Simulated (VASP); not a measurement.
# InP (F-43m) in VASP: notebook

The runs below take InP through single point, with PBE, PBEsol.

Program: VASP 6.6.1. These are calculated values, not measurements. Logs are shortened: lines on timing, memory, paths and dates and some standing lists are left out, and cuts for length are marked.

**What was measured.**

A printed reference work, data compilation reports, for a bulk crystal of InP at 1.6 K: band gap 1.4236 eV (direct).

The runs below are set against these values where they give the same quantity.

## Step 1: The cell of the first run

It takes space group F-43m (No. 216, cubic). The conventional cell has a = 5.861 Å, b = 5.861 Å, c = 5.861 Å, α = 90.00°, β = 90.00°, γ = 90.00°. In (site symmetry -43m) has 4 P at 2.54 Å within 3.3 Å. Within 3.3 Å of P (site symmetry -43m) lie 4 In at 2.54 Å.

## Step 2: Single point, PBE

Contents of INCAR:

```
SYSTEM = InP
  PREC = Accurate
  ENCUT = 520
  EDIFF = 1E-7
  ISMEAR = -1
  SIGMA = 0.05
  LREAL = .False.
  LASPH = .True.
  NELM = 100
  ALGO = Normal
  ISIF = 2
  LWAVE = .False.
  LCHARG = .False.
  GGA = PE
  NBANDS = 16
```

Contents of KPOINTS:

```
Automatic mesh
0
Gamma
  14 14 14
  0 0 0
```

Contents of POSCAR:

```
InP
1.0
    0.0000000000      2.9305000000      2.9305000000
    2.9305000000      0.0000000000      2.9305000000
    2.9305000000      2.9305000000      0.0000000000
In P
1 1
Direct
    0.0000000000      0.0000000000      0.0000000000
    0.7500000000      0.7500000000      0.7500000000
```

Potentials or basis: VASP PAW PBE potentials, release 64 (In_d, P).

On the command line:

```console
$ cat potpaw_PBE.64/In_d/POTCAR potpaw_PBE.64/P/POTCAR > POTCAR
$ mpirun -np 1 vasp_std > vasp.out
```

OUTCAR:

```text
SYSTEM = InP
   PREC = Accurate
   ENCUT = 520
   EDIFF = 1E-7
   ISMEAR = -1
   LREAL = .False.
   LASPH = .True.
   NELM = 100
   ISIF = 2
   GGA = PE

 ion  position               nearest neighbor table
   1  0.000  0.000  0.000-   2 2.54   2 2.54   2 2.54   2 2.54
   2  0.750  0.750  0.750-   1 2.54   1 2.54   1 2.54   1 2.54

  LATTYP: Found a face centered cubic cell.
 ALAT       =     5.8610000000

  Lattice vectors:

 A1 = (   0.0000000000,   2.9305000000,   2.9305000000)
 A2 = (   2.9305000000,   0.0000000000,   2.9305000000)
 A3 = (   2.9305000000,   2.9305000000,   0.0000000000)

Analysis of symmetry for initial positions (statically):
=====================================================================
 Subroutine PRICEL returns:
 Original cell was already a primitive cell.

 Routine SETGRP: Setting up the symmetry group for a
 face centered cubic supercell.

 Subroutine GETGRP returns: Found 24 space group operations
 (whereof 24 operations were pure point group operations)
 out of a pool of 48 trial point group operations.

The static configuration has the point symmetry T_d .

Analysis of symmetry for dynamics (positions and initial velocities):
=====================================================================
 Subroutine PRICEL returns:
 Original cell was already a primitive cell.

 Routine SETGRP: Setting up the symmetry group for a
 face centered cubic supercell.

 Subroutine GETGRP returns: Found 24 space group operations
 (whereof 24 operations were pure point group operations)
 out of a pool of 48 trial point group operations.

The dynamic configuration has the point symmetry T_d .

 Subroutine INISYM returns: Found 24 space group operations
 (whereof 24 operations are pure point group operations),
 and found     1 'primitive' translations

----------------------------------------------------------------------------------------

                                     Primitive cell

  volume of cell :      50.3333

  direct lattice vectors                    reciprocal lattice vectors
     0.000000000  2.930500000  2.930500000    -0.170619348  0.170619348  0.170619348
     2.930500000  0.000000000  2.930500000     0.170619348 -0.170619348  0.170619348
     2.930500000  2.930500000  0.000000000     0.170619348  0.170619348 -0.170619348

  length of vectors
     4.144352845  4.144352845  4.144352845     0.295521380  0.295521380  0.295521380

  position of ions in fractional coordinates (direct lattice)
     0.000000000  0.000000000  0.000000000
     0.750000000  0.750000000  0.750000000

  ion indices of the primitive-cell ions
   primitive index   ion index
                 1           1
                 2           2

----------------------------------------------------------------------------------------

 KPOINTS: Automatic mesh

Automatic generation of k-mesh.
 Grid dimensions read from file:
 generate k-points for:   14   14   14

 Generating k-lattice:

  Cartesian coordinates                     Fractional coordinates (reciprocal lattice)
    -0.012187096  0.012187096  0.012187096     0.071428571  0.000000000  0.000000000
     0.012187096 -0.012187096  0.012187096     0.000000000  0.071428571  0.000000000
     0.012187096  0.012187096 -0.012187096     0.000000000  0.000000000  0.071428571

  Length of vectors
     0.021108670  0.021108670  0.021108670

  Shift w.r.t. Gamma in fractional coordinates (k-lattice)
     0.000000000  0.000000000  0.000000000

 Subroutine IBZKPT returns following result:
 ===========================================

 Found    104 irreducible k-points:

 Following reciprocal coordinates:
            Coordinates               Weight
  0.000000  0.000000  0.000000      1.000000
  0.071429  0.000000  0.000000      8.000000
  0.142857  0.000000  0.000000      8.000000
  0.214286  0.000000  0.000000      8.000000
  0.285714  0.000000  0.000000      8.000000
  0.357143  0.000000  0.000000      8.000000
[... 16 lines left out ...]
  0.214286  0.142857  0.000000     24.000000
  0.285714  0.142857  0.000000     24.000000
 [... further k-points ...]
   k-points           NKPTS =    104   k-points in BZ     NKDIM =    104   number of bands    NBANDS=     16
   number of dos      NEDOS =    301   number of ions     NIONS =      2
   total plane-waves  NPLWV =  32768
   dimension x,y,z NGX =    32 NGY =   32 NGZ =   32
   dimension x,y,z NGXF=    64 NGYF=   64 NGZF=   64
   ions per type =               1   1
   NGX,Y,Z   is equivalent  to a cutoff of  12.84, 12.84, 12.84 a.u.
   NGXF,Y,Z  is equivalent  to a cutoff of  25.67, 25.67, 25.67 a.u.
 SYSTEM =  InP
   PREC   = accura    normal or accurate (medium, high low for compatibility)
   ISTART =      0    job   : 0-new  1-cont  2-samecut
   ICHARG =      2    charge: 1-file 2-atom 10-const
   ISPIN  =      1    spin polarized calculation?
   LNONCOLLINEAR =      F non collinear calculations
   LSORBIT =      F    spin-orbit coupling
   LASPH  =      T    aspherical Exc in radial PAW
   ENCUT  =  520.0 eV  38.22 Ry    6.18 a.u.   7.71  7.71  7.71*2*pi/ulx,y,z
   NELM   =    100;   NELMIN=  2; NELMDL= -5     # of ELM steps
   EDIFF  = 0.1E-06   stopping-criterion for ELM
   LREAL  =      F    real-space projection
   EDIFFG = 0.1E-05   stopping-criterion for IOM
   NSW    =      0    number of steps for IOM
   IBRION =     -1    ionic relax: 0-MD 1-quasi-New 2-CG
   NFREE  =      0    steps in history (QN), initial steepest desc. (CG)
   ISIF   =      2    stress and relaxation
   ISYM   =      2    0-nonsym 1-usesym 2-fastsym
   POTIM  = 0.5000    time-step for ionic-motion
   TEBEG  =    0.0;   TEEND  =   0.0 temperature during run
   PSTRESS=    0.0 pullay stress
   NELECT =      18.0000    total number of electrons
   NUPDOWN=      -1.0000    fix difference up-down
   EMIN   =  10.00;   EMAX   =-10.00  energy-range for DOS
   EFERMI =   0.00;   METHOD = LEGACY
   ISMEAR =    -1;   SIGMA  =   0.05  broadening in eV -4-tet -1-fermi 0-gaus
   EFERMI_NEDOS =   21; number of points for ismear=-14 and -15
   IALGO  =     38    algorithm
   IMIX   =      4    mixing-type and parameters
     AMIX     =   0.40;   BMIX     =  1.00
     AMIX_MAG =   1.60;   BMIX_MAG =  1.00
  volume/ion in A,a.u.               =      25.17       169.83
  Fermi-wavevector in a.u.,A,eV,Ry     =   1.162021  2.195901 18.371846  1.350293
  Thomas-Fermi vector in A             =   2.298587
   LORBIT       =      0    0 simple, 1 ext, 2 COOP (PROOUT), +10 PAW based schemes
   GGA     = PE    functional components
   LHFCALC =     F    Hartree Fock is set to
   AEXX    =    0.0000 exact exchange contribution
   IVDW    =     0    specifies the selected vdW correction
   LEPSILON=     F    determine dielectric tensor
   LRPA    =     F    only Hartree local field effects (RPA)
 non-spin polarized calculation
  energy-cutoff  :      520.00
  volume of cell :       50.33
 maximum number of plane-waves:      1380
   NGX = 15   NGY = 15   NGZ = 15

 number of electron      18.0000005 magnetization

 Free energy of the ion-electron system (eV)
  ---------------------------------------------------
  ext. energy  EPLUGINS =         0.00000000
  ---------------------------------------------------
  free energy    TOTEN  =        -8.38292160 eV

  energy without entropy =       -8.38291989  energy(sigma->0) =       -8.38292075

 E-fermi :   5.6042     XC(G=0):  -9.2833

 val. band max:        5.1878103515   @ k =   0.0000   0.0000   0.0000
 cond. band min:       5.9004137182   @ k =   0.0000   0.0000   0.0000
 fundamental gap:      0.7126033667
 Fermi energy:         5.6042454595

 k-point     1 :       0.0000    0.0000    0.0000
  band No.  band energies     occupation
      1      -8.9964      2.00000
      2      -8.9964      2.00000
      3      -8.9964      2.00000
      4      -8.8443      2.00000
      5      -8.8443      2.00000
      6      -6.3293      2.00000
[... 8 lines left out ...]
     15      14.6378      0.00000
     16      14.6378      0.00000

 k-point     2 :       0.0714    0.0000    0.0000
  band No.  band energies     occupation
      1      -9.0030      2.00000
      2      -8.9939      2.00000
      3      -8.9939      2.00000
      4      -8.8443      2.00000
      5      -8.8443      2.00000
      6      -6.2704      2.00000
[... 8 lines left out ...]
     15      14.3374      0.00000
     16      14.3374      0.00000

 k-point     3 :       0.1429    0.0000    0.0000
  band No.  band energies     occupation
      1      -9.0208      2.00000
      2      -8.9869      2.00000
      3      -8.9869      2.00000
      4      -8.8441      2.00000
      5      -8.8441      2.00000
      6      -6.0973      2.00000
[... 8 lines left out ...]
     15      13.9072      0.00000
     16      14.6475      0.00000

 k-point     4 :       0.2143    0.0000    0.0000
  band No.  band energies     occupation
      1      -9.0456      2.00000
      2      -8.9777      2.00000
      3      -8.9777      2.00000
      4      -8.8428      2.00000
      5      -8.8428      2.00000
      6      -5.8218      2.00000
[... 8 lines left out ...]
     15      13.7253      0.00000
     16      14.5043      0.00000
[... 324 lines left out ...]
 k-point    22 :       0.1429    0.1429    0.0000
  band No.  band energies     occupation
      1      -9.0382      2.00000
      2      -8.9775      2.00000
      3      -8.9775      2.00000
      4      -8.8522      2.00000
      5      -8.8377      2.00000
      6      -6.0209      2.00000
[... 8 lines left out ...]
     15      14.8208      0.00000
     16      15.2717      0.00000

 k-point    23 :       0.2143    0.1429    0.0000
  band No.  band energies     occupation
      1      -9.0582      2.00000
      2      -8.9689      2.00000
      3      -8.9676      2.00000
      4      -8.8556      2.00000
      5      -8.8346      2.00000
      6      -5.8180      2.00000
[... 8 lines left out ...]
     15      14.7829      0.00000
     16      15.8533      0.00000

 k-point    24 :       0.2857    0.1429    0.0000
  band No.  band energies     occupation
      1      -9.0791      2.00000
      2      -8.9616      2.00000
      3      -8.9576      2.00000
      4      -8.8569      2.00000
      5      -8.8314      2.00000
      6      -5.5217      2.00000
[... 8 lines left out ...]
     15      14.8304      0.00000
     16      15.7440      0.00000

 [... further k-points ...]

------------------------ aborting loop because EDIFF is reached ----------------------------------------

  FORCE on cell =-STRESS in cart. coord.  units (eV):
  Direction    XX          YY          ZZ          XY          YZ          ZX
  --------------------------------------------------------------------------------------
  -------------------------------------------------------------------------------------
  Total        1.0344910      1.0344910      1.0344910     -0.0000000      0.0000000     -0.0000000
  in kB       32.9292709     32.9292709     32.9292709     -0.0000000      0.0000000     -0.0000000
  external PRESSURE =      32.9292709 kB  Pullay stress =       0.0000000 kB

 VOLUME and BASIS-vectors are now :
 -----------------------------------------------------------------------------
  energy-cutoff  :      520.00
  volume of cell :       50.33
      direct lattice vectors                 reciprocal lattice vectors
     0.000000000  2.930500000  2.930500000    -0.170619348  0.170619348  0.170619348
     2.930500000  0.000000000  2.930500000     0.170619348 -0.170619348  0.170619348
     2.930500000  2.930500000  0.000000000     0.170619348  0.170619348 -0.170619348

 POSITION                                       TOTAL-FORCE (eV/Angst)
 -----------------------------------------------------------------------------------
      0.00000      0.00000      0.00000        -0.000000     -0.000000      0.000000
      4.39575      4.39575      4.39575         0.000000      0.000000     -0.000000
 -----------------------------------------------------------------------------------
    total drift:                                0.000000      0.000000      0.000000

  FREE ENERGIE OF THE ION-ELECTRON SYSTEM (eV)
  ---------------------------------------------------
  free  energy   TOTEN  =        -8.3829215967 eV

  energy  without entropy=       -8.3829198945  energy(sigma->0) =       -8.38292075
```

Wall time 87 s (1 thread of Intel Xeon Platinum 8259CL at 2.50GHz (Skylake/Cascade Lake), shared host); peak memory 0.23 GiB.

Results:

```yaml
Free_energy: -8.3829 eV
Pressure: 3.3 GPa
Band_gap_on_the_k_mesh: 0.71 eV, direct
```

Caveat: spin-orbit coupling is left out, which moves the levels of the heavy elements.

## Step 3: Single point, PBEsol

Contents of INCAR:

```
SYSTEM = InP
  ALGO = Normal
  EDIFF = 1E-7
  ENCUT = 520
  GGA = PS
  ISIF = 2
  ISMEAR = -1
  LASPH = .TRUE.
  LCHARG = .FALSE.
  LREAL = .FALSE.
  LWAVE = .FALSE.
  NBANDS = 16
  NELM = 60
  PREC = Accurate
  SIGMA = 0.05
```

Contents of KPOINTS:

```
k-points
0
G
  6 6 6
  0 0 0
```

POSCAR is that of step 2.

Potentials or basis: VASP PAW PBE potentials, release 64 (In_d, P).

On the command line:

```console
$ cat potpaw_PBE.64/In_d/POTCAR potpaw_PBE.64/P/POTCAR > POTCAR
$ mpirun -np 1 vasp_std > vasp.out
```

Wall time 12 s (1 thread of Intel Xeon Platinum 8488C (Sapphire Rapids), shared host); peak memory 0.17 GiB.

The run converged. Its results:

```
Free energy            : -9.1421 eV
Pressure               : 0.6 GPa
Band gap on the k mesh : 0.61 eV, direct
```

Levels at points of the mesh, in eV from the valence-band top:
```
           k point  band 7  band 8  band 9  band 10  band 11  band 12
(0.00, 0.00, 0.00)    0.00    0.00    0.00     0.61     4.01     4.01
(0.50, 0.00, 0.00)   -5.80   -0.99   -0.99     1.40     4.73     4.73
(0.50, 0.50, 0.00)   -5.82   -2.36   -2.36     1.63     2.16     9.09
```

Caveat: the PAW data sets were made with another functional, which shifts forces and pressure a little; spin-orbit coupling is left out, which moves the levels of the heavy elements.

[end of part 1 of 2]
